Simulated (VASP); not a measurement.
# BaS (Fm-3m) in VASP: single point with PBE

Aim: the single point of BaS with PBE.

All numbers are computed with VASP 6.6.1; they aren't measurements. Logs are shortened: lines on timing, memory, paths and dates and some standing lists are left out, and cuts for length are marked.

**Measured values to compare with.**

From a printed reference work, monograph, original work of 1988, for a bulk crystal of BaS at 2 K: band gap 3.806 eV (indirect).

How close the calculation comes is told below.

### 1 The cell of the first run

It takes space group Fm-3m (No. 225, cubic). Conventional cell: a = 6.388 Å, b = 6.388 Å, c = 6.388 Å, α = 90.00°, β = 90.00°, γ = 90.00°. Within 4.2 Å of Ba (site symmetry m-3m) lie 6 S at 3.19 Å. Within 4.2 Å of S (site symmetry m-3m) lie 6 Ba at 3.19 Å.

### 2 Single point, PBE

Input file INCAR:

```
PREC     = Accurate       # precision mode
ENCUT    = 500            # plane-wave cutoff, eV
EDIFF    = 1E-6           # SCF threshold, eV
ISMEAR   = 0              # smearing method
SIGMA    = 0.05           # smearing width, eV
LREAL    = F              # projectors in reciprocal space
LASPH    = T              # aspherical terms in the spheres
NELM     = 120            # most SCF steps
ALGO     = Normal         # electronic algorithm
ISIF     = 2              # what is computed and relaxed
LWAVE    = F              # write WAVECAR
LCHARG   = F              # write CHGCAR
GGA      = PE             # functional
NBANDS   = 15             # bands
GGA_COMPAT= F
```

Input file KPOINTS:

```
regular mesh
0
Gamma
  12 12 12
```

Input file POSCAR:

```
BaS
1.0
    0.0000000000      3.1937500000      3.1937500000
    3.1937500000      0.0000000000      3.1937500000
    3.1937500000      3.1937500000      0.0000000000
Ba S
1 1
Direct
    0.0000000000      0.0000000000      0.0000000000
    0.5000000000      0.5000000000      0.5000000000
```

Potentials or basis: VASP PAW PBE potentials, release 64 (Ba_sv, S).

Run with:

```console
$ cat potpaw_PBE.64/Ba_sv/POTCAR potpaw_PBE.64/S/POTCAR > POTCAR
$ mpirun -np 1 vasp_std > vasp.out
```

OUTCAR:

```text
PREC = Accurate
   ENCUT = 500
   EDIFF = 1E-6
   ISMEAR = 0
   LREAL = F
   LASPH = T
   NELM = 120
   ISIF = 2
   GGA = PE

 ion  position               nearest neighbor table
   1  0.000  0.000  0.000-   2 3.19   2 3.19   2 3.19   2 3.19   2 3.19   2 3.19
   2  0.500  0.500  0.500-   1 3.19   1 3.19   1 3.19   1 3.19   1 3.19   1 3.19

  LATTYP: Found a face centered cubic cell.
 ALAT       =     6.3875000000

  Lattice vectors:

 A1 = (   0.0000000000,   3.1937500000,   3.1937500000)
 A2 = (   3.1937500000,   0.0000000000,   3.1937500000)
 A3 = (   3.1937500000,   3.1937500000,   0.0000000000)

Analysis of symmetry for initial positions (statically):
=====================================================================
 Subroutine PRICEL returns:
 Original cell was already a primitive cell.

 Routine SETGRP: Setting up the symmetry group for a
 face centered cubic supercell.

 Subroutine GETGRP returns: Found 48 space group operations
 (whereof 48 operations were pure point group operations)
 out of a pool of 48 trial point group operations.

The static configuration has the point symmetry O_h .

Analysis of symmetry for dynamics (positions and initial velocities):
=====================================================================
 Subroutine PRICEL returns:
 Original cell was already a primitive cell.

 Routine SETGRP: Setting up the symmetry group for a
 face centered cubic supercell.

 Subroutine GETGRP returns: Found 48 space group operations
 (whereof 48 operations were pure point group operations)
 out of a pool of 48 trial point group operations.

The dynamic configuration has the point symmetry O_h .

 Subroutine INISYM returns: Found 48 space group operations
 (whereof 48 operations are pure point group operations),
 and found     1 'primitive' translations

----------------------------------------------------------------------------------------

                                     Primitive cell

  volume of cell :      65.1527

  direct lattice vectors                    reciprocal lattice vectors
     0.000000000  3.193750000  3.193750000    -0.156555773  0.156555773  0.156555773
     3.193750000  0.000000000  3.193750000     0.156555773 -0.156555773  0.156555773
     3.193750000  3.193750000  0.000000000     0.156555773  0.156555773 -0.156555773

  length of vectors
     4.516644565  4.516644565  4.516644565     0.271162553  0.271162553  0.271162553

  position of ions in fractional coordinates (direct lattice)
     0.000000000  0.000000000  0.000000000
     0.500000000  0.500000000  0.500000000

  ion indices of the primitive-cell ions
   primitive index   ion index
                 1           1
                 2           2

----------------------------------------------------------------------------------------

 KPOINTS: regular mesh

Automatic generation of k-mesh.
 Grid dimensions read from file:
 generate k-points for:   12   12   12

 Generating k-lattice:

  Cartesian coordinates                     Fractional coordinates (reciprocal lattice)
    -0.013046314  0.013046314  0.013046314     0.083333333  0.000000000  0.000000000
     0.013046314 -0.013046314  0.013046314     0.000000000  0.083333333  0.000000000
     0.013046314  0.013046314 -0.013046314     0.000000000  0.000000000  0.083333333

  Length of vectors
     0.022596879  0.022596879  0.022596879

  Shift w.r.t. Gamma in fractional coordinates (k-lattice)
     0.000000000  0.000000000  0.000000000

 Subroutine IBZKPT returns following result:
 ===========================================

 Found     72 irreducible k-points:

 Following reciprocal coordinates:
            Coordinates               Weight
  0.000000  0.000000  0.000000      1.000000
  0.083333  0.000000  0.000000      8.000000
  0.166667  0.000000  0.000000      8.000000
  0.250000  0.000000  0.000000      8.000000
  0.333333  0.000000  0.000000      8.000000
  0.416667  0.000000  0.000000      8.000000
[... 16 lines left out ...]
  0.500000  0.166667  0.000000     24.000000
 -0.416667  0.166667  0.000000     24.000000
 [... further k-points ...]
   k-points           NKPTS =     72   k-points in BZ     NKDIM =     72   number of bands    NBANDS=     15
   number of dos      NEDOS =    301   number of ions     NIONS =      2
   total plane-waves  NPLWV =  46656
   dimension x,y,z NGX =    36 NGY =   36 NGZ =   36
   dimension x,y,z NGXF=    72 NGYF=   72 NGZF=   72
   ions per type =               1   1
   NGX,Y,Z   is equivalent  to a cutoff of  13.25, 13.25, 13.25 a.u.
   NGXF,Y,Z  is equivalent  to a cutoff of  26.50, 26.50, 26.50 a.u.
 SYSTEM =  unknown system
   PREC   = accura    normal or accurate (medium, high low for compatibility)
   ISTART =      0    job   : 0-new  1-cont  2-samecut
   ICHARG =      2    charge: 1-file 2-atom 10-const
   ISPIN  =      1    spin polarized calculation?
   LNONCOLLINEAR =      F non collinear calculations
   LSORBIT =      F    spin-orbit coupling
   LASPH  =      T    aspherical Exc in radial PAW
   ENCUT  =  500.0 eV  36.75 Ry    6.06 a.u.   8.23  8.23  8.23*2*pi/ulx,y,z
   NELM   =    120;   NELMIN=  2; NELMDL= -5     # of ELM steps
   EDIFF  = 0.1E-05   stopping-criterion for ELM
   LREAL  =      F    real-space projection
   EDIFFG = 0.1E-04   stopping-criterion for IOM
   NSW    =      0    number of steps for IOM
   IBRION =     -1    ionic relax: 0-MD 1-quasi-New 2-CG
   NFREE  =      0    steps in history (QN), initial steepest desc. (CG)
   ISIF   =      2    stress and relaxation
   ISYM   =      2    0-nonsym 1-usesym 2-fastsym
   POTIM  = 0.5000    time-step for ionic-motion
   TEBEG  =    0.0;   TEEND  =   0.0 temperature during run
   PSTRESS=    0.0 pullay stress
   NELECT =      16.0000    total number of electrons
   NUPDOWN=      -1.0000    fix difference up-down
   EMIN   =  10.00;   EMAX   =-10.00  energy-range for DOS
   EFERMI =   0.00;   METHOD = LEGACY
   ISMEAR =     0;   SIGMA  =   0.05  broadening in eV -4-tet -1-fermi 0-gaus
   EFERMI_NEDOS =   21; number of points for ismear=-14 and -15
   IALGO  =     38    algorithm
   IMIX   =      4    mixing-type and parameters
     AMIX     =   0.40;   BMIX     =  1.00
     AMIX_MAG =   1.60;   BMIX_MAG =  1.00
  volume/ion in A,a.u.               =      32.58       219.84
  Fermi-wavevector in a.u.,A,eV,Ry     =   1.025189  1.937326 14.299891  1.051012
  Thomas-Fermi vector in A             =   2.159016
   LORBIT       =      0    0 simple, 1 ext, 2 COOP (PROOUT), +10 PAW based schemes
   GGA     = PE    functional components
   LHFCALC =     F    Hartree Fock is set to
   AEXX    =    0.0000 exact exchange contribution
   IVDW    =     0    specifies the selected vdW correction
   LEPSILON=     F    determine dielectric tensor
   LRPA    =     F    only Hartree local field effects (RPA)
 non-spin polarized calculation
 Gauss-broadening in eV      SIGMA  =   0.05
  energy-cutoff  :      500.00
  volume of cell :       65.15
 maximum number of plane-waves:      1676
 NGX is ok and might be reduce to    36
   NGX = 17   NGY = 17   NGZ = 17

 number of electron      16.0000001 magnetization

 Free energy of the ion-electron system (eV)
  ---------------------------------------------------
  ext. energy  EPLUGINS =         0.00000000
  ---------------------------------------------------
  free energy    TOTEN  =       -10.18457177 eV

  energy without entropy =      -10.18457177  energy(sigma->0) =      -10.18457177

 E-fermi :   1.7074     XC(G=0):  -8.6259

 val. band max:        1.4537866401   @ k =   0.0000   0.0000   0.0000
 cond. band min:       3.5609514481   @ k =   0.5000   0.5000   0.0000
 fundamental gap:      2.1071648080
 Fermi energy:         1.7073523018

 k-point     1 :       0.0000    0.0000    0.0000
  band No.  band energies     occupation
      1     -24.6207      2.00000
      2      -9.6761      2.00000
      3      -9.6761      2.00000
      4      -9.6761      2.00000
      5      -8.9068      2.00000
      6       1.4538      2.00000
      7       1.4538      2.00000
      8       1.4538      2.00000
      9       5.0531      0.00000
     10       5.3225      0.00000
     11       5.3225      0.00000
     12       5.3225      0.00000
     13       6.2483      0.00000
     14       6.2483      0.00000
     15      10.1887      0.00000

 k-point     2 :       0.0833    0.0000    0.0000
  band No.  band energies     occupation
      1     -24.6178      2.00000
      2      -9.8367      2.00000
      3      -9.6787      2.00000
      4      -9.6787      2.00000
      5      -8.7401      2.00000
      6       1.2547      2.00000
      7       1.3539      2.00000
      8       1.3539      2.00000
      9       5.2673      0.00000
     10       5.3897      0.00000
     11       5.4277      0.00000
     12       5.4277      0.00000
     13       6.4563      0.00000
     14       6.4563      0.00000
     15      10.4749      0.00000

 k-point     3 :       0.1667    0.0000    0.0000
  band No.  band energies     occupation
      1     -24.6096      2.00000
      2     -10.1284      2.00000
      3      -9.6858      2.00000
      4      -9.6858      2.00000
      5      -8.4312      2.00000
      6       0.8022      2.00000
      7       1.1104      2.00000
      8       1.1104      2.00000
      9       5.3649      0.00000
     10       5.7311      0.00000
     11       5.7311      0.00000
     12       6.0268      0.00000
     13       7.0262      0.00000
     14       7.0262      0.00000
     15      11.2437      0.00000
[... 343 lines left out ...]
 k-point    23 :       0.5000    0.1667    0.0000
  band No.  band energies     occupation
      1     -24.5727      2.00000
      2     -10.6662      2.00000
      3      -9.8059      2.00000
      4      -9.7537      2.00000
      5      -7.8965      2.00000
      6      -0.1195      2.00000
      7       0.5299      2.00000
      8       0.5815      2.00000
      9       5.7181      0.00000
     10       7.2193      0.00000
     11       7.9814      0.00000
     12       8.2848      0.00000
     13       9.2304      0.00000
     14      10.1067      0.00000
     15      10.4237      0.00000

 k-point    24 :      -0.4167    0.1667    0.0000
  band No.  band energies     occupation
      1     -24.5719      2.00000
      2     -10.6861      2.00000
      3      -9.8291      2.00000
      4      -9.7369      2.00000
      5      -7.8545      2.00000
      6      -0.1995      2.00000
      7       0.4588      2.00000
      8       0.6125      2.00000
      9       6.3932      0.00000
     10       6.6824      0.00000
     11       7.5837      0.00000
     12       8.3443      0.00000
     13       9.7301      0.00000
     14      10.1627      0.00000
     15      10.7704      0.00000

 [... further k-points ...]

------------------------ aborting loop because EDIFF is reached ----------------------------------------

  FORCE on cell =-STRESS in cart. coord.  units (eV):
  Direction    XX          YY          ZZ          XY          YZ          ZX
  --------------------------------------------------------------------------------------
  -------------------------------------------------------------------------------------
  Total        0.5789324      0.5789324      0.5789324      0.0000000     -0.0000000      0.0000000
  in kB       14.2365806     14.2365806     14.2365806      0.0000000     -0.0000000      0.0000000
  external PRESSURE =      14.2365806 kB  Pullay stress =       0.0000000 kB

 VOLUME and BASIS-vectors are now :
 -----------------------------------------------------------------------------
  energy-cutoff  :      500.00
  volume of cell :       65.15
      direct lattice vectors                 reciprocal lattice vectors
     0.000000000  3.193750000  3.193750000    -0.156555773  0.156555773  0.156555773
     3.193750000  0.000000000  3.193750000     0.156555773 -0.156555773  0.156555773
     3.193750000  3.193750000  0.000000000     0.156555773  0.156555773 -0.156555773

 POSITION                                       TOTAL-FORCE (eV/Angst)
 -----------------------------------------------------------------------------------
      0.00000      0.00000      0.00000        -0.000000      0.000000     -0.000000
      3.19375      3.19375      3.19375         0.000000     -0.000000      0.000000
 -----------------------------------------------------------------------------------
    total drift:                                0.000000      0.000000      0.000000

  FREE ENERGIE OF THE ION-ELECTRON SYSTEM (eV)
  ---------------------------------------------------
  free  energy   TOTEN  =       -10.1845717734 eV

  energy  without entropy=      -10.1845717734  energy(sigma->0) =      -10.18457177
```

Wall time 23 s (1 thread of Intel Xeon 6975P-C (Granite Rapids), shared host); peak memory 0.24 GiB.

What came out:

| Quantity | Value |
| --- | --- |
| Free energy | -10.1846 eV |
| Pressure | 1.4 GPa |
| Band gap on the k mesh | 2.11 eV, indirect (least direct gap 2.24 eV) |

Levels at points of the mesh, in eV from the valence-band top:
| k point | band 6 | band 7 | band 8 | band 9 | band 10 | band 11 |
| --- | --- | --- | --- | --- | --- | --- |
| (0.00, 0.00, 0.00) | 0.00 | 0.00 | 0.00 | 3.60 | 3.87 | 3.87 |
| (0.50, 0.00, 0.00) | -1.94 | -1.09 | -1.09 | 5.54 | 5.69 | 6.31 |
| (0.50, 0.50, 0.00) | -0.52 | -0.14 | -0.14 | 2.11 | 5.93 | 6.03 |

Caveat: spin-orbit coupling is left out, which moves the levels of the heavy elements.

### 3 Against experiment

Step 2. A measured gap of BaS is 3.806 eV (indirect; 2 K; a printed reference work, monograph, original work of 1988); the calculated 2.11 eV misses it by -1.70 eV. Spin-orbit coupling on Ba is left out. The value is that of PBE on a finite k mesh, which can miss the band edges, without temperature or zero-point motion. Semilocal functionals fall short of measured gaps as a rule.
